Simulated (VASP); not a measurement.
# BeTe (F-43m) in VASP: a series of runs

One crystal, BeTe, is run at these levels: PBE, LDA; tasks: band structure, phonons.

All numbers are computed with VASP 6.6.1; they aren't measurements. Logs are shortened: lines on timing, memory, paths and dates and some standing lists are left out, and cuts for length are marked.

### 1 Starting point

The structure is cubic, space group F-43m (No. 216). Conventional cell: a = 5.540 Å, b = 5.540 Å, c = 5.540 Å, α = 90.00°, β = 90.00°, γ = 90.00°. Te (site symmetry -43m) is surrounded by 4 Be at 2.40 Å. Around Be (site symmetry -43m) lie 4 Te at 2.40 Å.

### 2 Band structure, PBE

File POSCAR:

```
BeTe
1.0
    0.0000000000      2.7700000000      2.7700000000
    2.7700000000      0.0000000000      2.7700000000
    2.7700000000      2.7700000000      0.0000000000
Te Be
1 1
Direct
    0.7500000000      0.7500000000      0.7500000000
    0.0000000000      0.0000000000      0.0000000000
```

File INCAR.step1:

```
  PREC = Accurate
  ENCUT = 500
  EDIFF = 1E-7
  ISMEAR = -1
  SIGMA = 0.05
  LREAL = F
  LASPH = T
  NELM = 100
  ALGO = Fast
  ISIF = 2
  LWAVE = F
  LCHARG = T
  GGA = PE
```

File KPOINTS.step1:

```
regular mesh
0
Gamma
  8 8 8
```

File INCAR.step2:

```
  PREC = Accurate
  ENCUT = 500
  EDIFF = 1E-7
  ISMEAR = 0
  SIGMA = 0.05
  LREAL = F
  LASPH = T
  NELM = 100
  ALGO = Fast
  ISIF = 2
  LWAVE = F
  LCHARG = F
  GGA = PE
  ICHARG = 11
```

File KPOINTS.step2:

```
path GXWKGLUWLK,UX
15
line-mode
reciprocal
 0.0000000000  0.0000000000  0.0000000000  G
 0.5000000000  0.0000000000  0.5000000000  X

 0.5000000000  0.0000000000  0.5000000000  X
 0.5000000000  0.2500000000  0.7500000000  W

 0.5000000000  0.2500000000  0.7500000000  W
 0.3750000000  0.3750000000  0.7500000000  K

 0.3750000000  0.3750000000  0.7500000000  K
 0.0000000000  0.0000000000  0.0000000000  G

 0.0000000000  0.0000000000  0.0000000000  G
 0.5000000000  0.5000000000  0.5000000000  L

 0.5000000000  0.5000000000  0.5000000000  L
 0.6250000000  0.2500000000  0.6250000000  U

 0.6250000000  0.2500000000  0.6250000000  U
 0.5000000000  0.2500000000  0.7500000000  W

 0.5000000000  0.2500000000  0.7500000000  W
 0.5000000000  0.5000000000  0.5000000000  L

 0.5000000000  0.5000000000  0.5000000000  L
 0.3750000000  0.3750000000  0.7500000000  K

 0.6250000000  0.2500000000  0.6250000000  U
 0.5000000000  0.0000000000  0.5000000000  X
```

Potentials or basis: VASP PAW PBE potentials, release 64 (Te, Be).

On the command line:

```bash
cat potpaw_PBE.64/Te/POTCAR potpaw_PBE.64/Be/POTCAR > POTCAR
cp INCAR.step1 INCAR
cp KPOINTS.step1 KPOINTS
mpirun -np 1 vasp_std > vasp.out
cp INCAR.step2 INCAR
cp KPOINTS.step2 KPOINTS
mpirun -np 1 vasp_std > vasp.out
```

OUTCAR:

```text
PREC = Accurate
   ENCUT = 500
   EDIFF = 1E-7
   ISMEAR = 0
   LREAL = F
   LASPH = T
   NELM = 100
   ISIF = 2
   GGA = PE
   ICHARG = 11

 ion  position               nearest neighbor table
   1  0.750  0.750  0.750-   2 2.40   2 2.40   2 2.40   2 2.40
   2  0.000  0.000  0.000-   1 2.40   1 2.40   1 2.40   1 2.40

  LATTYP: Found a face centered cubic cell.
 ALAT       =     5.5400000000

  Lattice vectors:

 A1 = (   0.0000000000,   2.7700000000,   2.7700000000)
 A2 = (   2.7700000000,   0.0000000000,   2.7700000000)
 A3 = (   2.7700000000,   2.7700000000,   0.0000000000)

Analysis of symmetry for initial positions (statically):
=====================================================================
 Subroutine PRICEL returns:
 Original cell was already a primitive cell.

 Routine SETGRP: Setting up the symmetry group for a
 face centered cubic supercell.

 Subroutine GETGRP returns: Found 24 space group operations
 (whereof 24 operations were pure point group operations)
 out of a pool of 48 trial point group operations.

The static configuration has the point symmetry T_d .

Analysis of symmetry for dynamics (positions and initial velocities):
=====================================================================
 Subroutine PRICEL returns:
 Original cell was already a primitive cell.

 Routine SETGRP: Setting up the symmetry group for a
 face centered cubic supercell.

 Subroutine GETGRP returns: Found 24 space group operations
 (whereof 24 operations were pure point group operations)
 out of a pool of 48 trial point group operations.

The dynamic configuration has the point symmetry T_d .

 Subroutine INISYM returns: Found 24 space group operations
 (whereof 24 operations are pure point group operations),
 and found     1 'primitive' translations

----------------------------------------------------------------------------------------

                                     Primitive cell

  volume of cell :      42.5079

  direct lattice vectors                    reciprocal lattice vectors
     0.000000000  2.770000000  2.770000000    -0.180505415  0.180505415  0.180505415
     2.770000000  0.000000000  2.770000000     0.180505415 -0.180505415  0.180505415
     2.770000000  2.770000000  0.000000000     0.180505415  0.180505415 -0.180505415

  length of vectors
     3.917371568  3.917371568  3.917371568     0.312644550  0.312644550  0.312644550

  position of ions in fractional coordinates (direct lattice)
     0.750000000  0.750000000  0.750000000
     0.000000000  0.000000000  0.000000000

  ion indices of the primitive-cell ions
   primitive index   ion index
                 1           1
                 2           2

----------------------------------------------------------------------------------------

 KPOINTS: path GXWKGLUWLK,UX

Interpolating k-points between supplied coordinates.

 Line segments in fractional coordinates (reciprocal lattice):
    0.000000  0.000000  0.000000  ...  0.500000  0.000000  0.500000
    0.500000  0.000000  0.500000  ...  0.500000  0.250000  0.750000
    0.500000  0.250000  0.750000  ...  0.375000  0.375000  0.750000
    0.375000  0.375000  0.750000  ...  0.000000  0.000000  0.000000
    0.000000  0.000000  0.000000  ...  0.500000  0.500000  0.500000
    0.500000  0.500000  0.500000  ...  0.625000  0.250000  0.625000
    0.625000  0.250000  0.625000  ...  0.500000  0.250000  0.750000
    0.500000  0.250000  0.750000  ...  0.500000  0.500000  0.500000
    0.500000  0.500000  0.500000  ...  0.375000  0.375000  0.750000
    0.625000  0.250000  0.625000  ...  0.500000  0.000000  0.500000

 Generated    15 points on each line segment, for a total of    150 k-points:

 Following reciprocal coordinates:
            Coordinates               Weight
  0.000000  0.000000  0.000000      0.006667
  0.035714  0.000000  0.035714      0.006667
  0.071429  0.000000  0.071429      0.006667
  0.107143  0.000000  0.107143      0.006667
  0.142857  0.000000  0.142857      0.006667
  0.178571  0.000000  0.178571      0.006667
[... 16 lines left out ...]
  0.500000  0.125000  0.625000      0.006667
  0.500000  0.142857  0.642857      0.006667
 [... further k-points ...]
   k-points           NKPTS =    150   k-points in BZ     NKDIM =    150   number of bands    NBANDS=      8
   number of dos      NEDOS =    301   number of ions     NIONS =      2
   total plane-waves  NPLWV =  27000
   dimension x,y,z NGX =    30 NGY =   30 NGZ =   30
   dimension x,y,z NGXF=    60 NGYF=   60 NGZF=   60
   ions per type =               1   1
   NGX,Y,Z   is equivalent  to a cutoff of  12.73, 12.73, 12.73 a.u.
   NGXF,Y,Z  is equivalent  to a cutoff of  25.46, 25.46, 25.46 a.u.
 SYSTEM =  unknown system
   PREC   = accura    normal or accurate (medium, high low for compatibility)
   ISTART =      0    job   : 0-new  1-cont  2-samecut
   ICHARG =     11    charge: 1-file 2-atom 10-const
   ISPIN  =      1    spin polarized calculation?
   LNONCOLLINEAR =      F non collinear calculations
   LSORBIT =      F    spin-orbit coupling
   LASPH  =      T    aspherical Exc in radial PAW
   ENCUT  =  500.0 eV  36.75 Ry    6.06 a.u.   7.14  7.14  7.14*2*pi/ulx,y,z
   NELM   =    100;   NELMIN=  2; NELMDL=  0     # of ELM steps
   EDIFF  = 0.1E-06   stopping-criterion for ELM
   LREAL  =      F    real-space projection
   EDIFFG = 0.1E-05   stopping-criterion for IOM
   NSW    =      0    number of steps for IOM
   IBRION =     -1    ionic relax: 0-MD 1-quasi-New 2-CG
   NFREE  =      0    steps in history (QN), initial steepest desc. (CG)
   ISIF   =      2    stress and relaxation
   ISYM   =      2    0-nonsym 1-usesym 2-fastsym
   POTIM  = 0.5000    time-step for ionic-motion
   TEBEG  =    0.0;   TEEND  =   0.0 temperature during run
   PSTRESS=    0.0 pullay stress
   NELECT =       8.0000    total number of electrons
   NUPDOWN=      -1.0000    fix difference up-down
   EMIN   =  10.00;   EMAX   =-10.00  energy-range for DOS
   EFERMI =   0.00;   METHOD = LEGACY
   ISMEAR =     0;   SIGMA  =   0.05  broadening in eV -4-tet -1-fermi 0-gaus
   EFERMI_NEDOS =   21; number of points for ismear=-14 and -15
   IALGO  =     68    algorithm
   IMIX   =      4    mixing-type and parameters
     AMIX     =   0.40;   BMIX     =  1.00
     AMIX_MAG =   1.60;   BMIX_MAG =  1.00
  volume/ion in A,a.u.               =      21.25       143.43
  Fermi-wavevector in a.u.,A,eV,Ry     =   0.938170  1.772885 11.975354  0.880164
  Thomas-Fermi vector in A             =   2.065355
   LORBIT       =      0    0 simple, 1 ext, 2 COOP (PROOUT), +10 PAW based schemes
   GGA     = PE    functional components
   LHFCALC =     F    Hartree Fock is set to
   AEXX    =    0.0000 exact exchange contribution
   IVDW    =     0    specifies the selected vdW correction
   LEPSILON=     F    determine dielectric tensor
   LRPA    =     F    only Hartree local field effects (RPA)
 non-spin polarized calculation
 RMM-DIIS sequential band-by-band and
 Gauss-broadening in eV      SIGMA  =   0.05
  energy-cutoff  :      500.00
  volume of cell :       42.51
 maximum number of plane-waves:      1106
 NGX is ok and might be reduce to    30

 number of electron       8.0000000 magnetization

 Free energy of the ion-electron system (eV)
  ---------------------------------------------------
  ext. energy  EPLUGINS =         0.00000000
  ---------------------------------------------------
  free energy    TOTEN  =        -7.87007339 eV

  energy without entropy =       -7.87007339  energy(sigma->0) =       -7.87007339

 E-fermi :   5.9422     XC(G=0):  -9.2568

 val. band max:        5.6649684291   @ k =   0.0000   0.0000   0.0000
 cond. band min:       7.5118749533   @ k =   0.5000   0.0000   0.5000
 fundamental gap:      1.8469065242
 Fermi energy:         5.9421743480

 k-point     1 :       0.0000    0.0000    0.0000
  band No.  band energies     occupation
      1      -6.9703      2.00000
      2       5.6650      2.00000
      3       5.6650      2.00000
      4       5.6650      2.00000
      5       9.2283      0.00000
      6       9.2283      0.00000
      7       9.2283      0.00000
      8       9.8556      0.00000

 k-point     2 :       0.0357    0.0000    0.0357
  band No.  band energies     occupation
      1      -6.9529      2.00000
      2       5.5480      2.00000
      3       5.5886      2.00000
      4       5.5886      2.00000
      5       9.1834      0.00000
      6       9.3303      0.00000
      7       9.3303      0.00000
      8       9.9838      0.00000

 k-point     3 :       0.0714    0.0000    0.0714
  band No.  band energies     occupation
      1      -6.9005      2.00000
      2       5.2338      2.00000
      3       5.3837      2.00000
      4       5.3837      2.00000
      5       9.0726      0.00000
      6       9.6114      0.00000
      7       9.6114      0.00000
      8      10.3009      0.00000

 k-point     4 :       0.1071    0.0000    0.1071
  band No.  band energies     occupation
      1      -6.8142      2.00000
      2       4.7940      2.00000
      3       5.0999      2.00000
      4       5.0999      2.00000
      5       8.9209      0.00000
      6      10.0212      0.00000
      7      10.0212      0.00000
      8      10.6744      0.00000

 k-point     5 :       0.1429    0.0000    0.1429
  band No.  band energies     occupation
      1      -6.6951      2.00000
      2       4.2871      2.00000
      3       4.7807      2.00000
      4       4.7807      2.00000
      5       8.7438      0.00000
      6      10.5146      0.00000
      7      10.5146      0.00000
      8      10.9250      0.00000
[... 177 lines left out ...]
 k-point    22 :       0.5000    0.1071    0.6071
  band No.  band energies     occupation
      1      -4.9392      2.00000
      2       0.4354      2.00000
      3       2.4324      2.00000
      4       2.5599      2.00000
      5       8.3444      0.00000
      6       9.0143      0.00000
      7      14.5380      0.00000
      8      14.6350      0.00000

 k-point    23 :       0.5000    0.1250    0.6250
  band No.  band energies     occupation
      1      -4.9347      2.00000
      2       0.4896      2.00000
      3       2.3166      2.00000
      4       2.4909      2.00000
      5       8.6159      0.00000
      6       9.2604      0.00000
      7      14.1508      0.00000
      8      14.3008      0.00000

 k-point    24 :       0.5000    0.1429    0.6429
  band No.  band energies     occupation
      1      -4.9302      2.00000
      2       0.5499      2.00000
      3       2.1974      2.00000
      4       2.4248      2.00000
      5       8.9150      0.00000
      6       9.5302      0.00000
      7      13.7385      0.00000
      8      13.9453      0.00000

 [... further k-points ...]

------------------------ aborting loop because EDIFF is reached ----------------------------------------

  FORCE on cell =-STRESS in cart. coord.  units (eV):
  Direction    XX          YY          ZZ          XY          YZ          ZX
  --------------------------------------------------------------------------------------
  -------------------------------------------------------------------------------------
  Total        1.0841796      1.0841796      1.0841796      0.0000000      0.0000000     -0.0000000
  in kB       40.8641556     40.8641556     40.8641556      0.0000000      0.0000000     -0.0000000
  external PRESSURE =      40.8641556 kB  Pullay stress =       0.0000000 kB

 VOLUME and BASIS-vectors are now :
 -----------------------------------------------------------------------------
  energy-cutoff  :      500.00
  volume of cell :       42.51
      direct lattice vectors                 reciprocal lattice vectors
     0.000000000  2.770000000  2.770000000    -0.180505415  0.180505415  0.180505415
     2.770000000  0.000000000  2.770000000     0.180505415 -0.180505415  0.180505415
     2.770000000  2.770000000  0.000000000     0.180505415  0.180505415 -0.180505415

 POSITION                                       TOTAL-FORCE (eV/Angst)
 -----------------------------------------------------------------------------------
      4.15500      4.15500      4.15500         0.000000     -0.000000      0.000000
      0.00000      0.00000      0.00000        -0.000000      0.000000     -0.000000
 -----------------------------------------------------------------------------------
    total drift:                               -0.000000     -0.000000     -0.000000

  FREE ENERGIE OF THE ION-ELECTRON SYSTEM (eV)
  ---------------------------------------------------
  free  energy   TOTEN  =        -7.8700733901 eV

  energy  without entropy=       -7.8700733901  energy(sigma->0) =       -7.87007339
```

Wall time 31 s (1 thread of AMD EPYC 7R13 (Zen 3), shared host); peak memory 0.17 GiB.

Results:

```
Band gap on the k mesh  : 1.85 eV, indirect (least direct gap 3.56 eV)
Band gap along the path : 1.85 eV, indirect (least direct gap 3.56 eV)
```

Levels at the corners of the path, in eV from the valence-band top:
| point | band 1 | band 2 | band 3 | band 4 | band 5 | band 6 | band 7 | band 8 |
| --- | --- | --- | --- | --- | --- | --- | --- | --- |
| Γ | -12.64 | 0.00 | 0.00 | 0.00 | 3.56 | 3.56 | 3.56 | 4.19 |
| X | -10.62 | -5.39 | -2.84 | -2.84 | 1.85 | 2.59 | 10.02 | 10.02 |
| X | -10.62 | -5.39 | -2.84 | -2.84 | 1.85 | 2.59 | 10.02 | 10.02 |
| W | -10.58 | -4.81 | -3.97 | -3.45 | 5.31 | 5.50 | 5.66 | 6.37 |
| W | -10.58 | -4.81 | -3.97 | -3.45 | 5.31 | 5.50 | 5.66 | 6.37 |
| K | -10.64 | -5.00 | -4.16 | -2.40 | 2.62 | 5.29 | 8.05 | 8.45 |
| K | -10.64 | -5.00 | -4.16 | -2.40 | 2.62 | 5.29 | 8.05 | 8.45 |
| Γ | -12.64 | 0.00 | 0.00 | 0.00 | 3.56 | 3.56 | 3.56 | 4.19 |
| Γ | -12.64 | 0.00 | 0.00 | 0.00 | 3.56 | 3.56 | 3.56 | 4.19 |
| L | -11.16 | -5.87 | -1.22 | -1.22 | 3.21 | 4.56 | 4.56 | 7.79 |
| L | -11.16 | -5.87 | -1.22 | -1.22 | 3.21 | 4.56 | 4.56 | 7.79 |
| U | -10.64 | -5.00 | -4.16 | -2.40 | 2.62 | 5.29 | 8.05 | 8.45 |
| U | -10.64 | -5.00 | -4.16 | -2.40 | 2.62 | 5.29 | 8.05 | 8.46 |
| W | -10.58 | -4.81 | -3.97 | -3.45 | 5.31 | 5.50 | 5.66 | 6.37 |
| W | -10.58 | -4.81 | -3.97 | -3.45 | 5.31 | 5.50 | 5.66 | 6.37 |
| L | -11.16 | -5.87 | -1.22 | -1.22 | 3.21 | 4.56 | 4.56 | 7.79 |
| L | -11.16 | -5.87 | -1.22 | -1.22 | 3.21 | 4.56 | 4.56 | 7.79 |
| K | -10.64 | -5.00 | -4.16 | -2.40 | 2.62 | 5.29 | 8.05 | 8.45 |
| U | -10.64 | -5.00 | -4.16 | -2.40 | 2.62 | 5.29 | 8.05 | 8.45 |
| X | -10.62 | -5.39 | -2.84 | -2.84 | 1.85 | 2.59 | 10.02 | 10.02 |

Caveat: the log is that of the step along the path at fixed density, whose energy, stress, charges and moments have no meaning; spin-orbit coupling is left out, which moves the levels of the heavy elements. PBE gaps usually lie below the measured ones, often by a third to a half.

(Continued in part 2 of 4.)
